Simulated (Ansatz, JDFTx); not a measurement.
Given: the input of a run of JDFTx 1.7.0 (patched build) on Pt. The given cell was strained at random by a few per cent at fixed volume. 

File Pt.in:

```
lattice \
   -0.0251390266     3.7247220012     3.7811246569 \
    3.6580430149     0.0057353188     3.6835713251 \
    3.6746291411     3.6437566854    -0.0506654471
coords-type Lattice
ion Pt    -0.0132620000     0.0199540000     0.0069400000 1

ion-species pseudo/Pt.upf
elec-cutoff 42
elec-ex-corr gga-PBEsol
kpoint-folding 12 12 12
elec-smearing Fermi 0.0018374661
elec-n-bands 15
electronic-SCF nIterations 100 energyDiffThreshold 1e-09
electronic-minimize nIterations 30 energyDiffThreshold 1e-7
converge-empty-states yes
forces-output-coords Cartesian

dump-name run.$VAR
dump End Ecomponents EigStats BandEigs Kpoints Forces Stress ElecDensity Dtot KEdensity
```

Potentials or basis: PseudoDojo-SR-PBEsol-0.4.1-standard with smoothed tails.

Command:

```console
$ jdftx -c 1 -i Pt.in -o Pt.out
```

**Question.** What does the same run look like in Ansatz 0.2.0? Potentials or basis there: all-electron LAPW, scalar-relativistic.

**Answer.** As run (cutoffs and basis follow the program's own potentials, and thresholds, step limits or extra output files can differ):

File input.yaml:

```yaml
crystal:
  lattice:
    - [-0.013303, 1.935753, 1.94453]
    - [1.971038, 0.003035, 1.928193]
    - [2.000885, 1.949262, -0.026811]
  atoms:
    - { symbol: Pt, position: [-0.013262, 0.019954, 0.00694] }
kpoints:
  mp_grid: { grid: [12, 12, 12] }
scf:
  occupations: { method: fermi_dirac, width: 0.05 }
hamiltonian:
  xc: pbesol
  pseudopotentials: { kind: all_electron, lapw: { basis_error: 0.001 } }
output:
  forces: true
  stress: true
  eigenvalues: true
  populations: true
```

Potentials or basis: all-electron LAPW, scalar-relativistic.

The run is started by

```console
$ ansatz run input.yaml --threads 1 --pin off --max-ram 3072MiB --backend cpu --events-out ev --progress --plain --runs-dir out
```

Both were run:

|  | JDFTx | Ansatz |
| --- | --- | --- |
| Pressure | -1.1 GPa | -0.5 GPa |

Where Ansatz's input types no cutoff or centring, it takes its own default and a Γ-centred mesh.

Pressure is positive in compression.
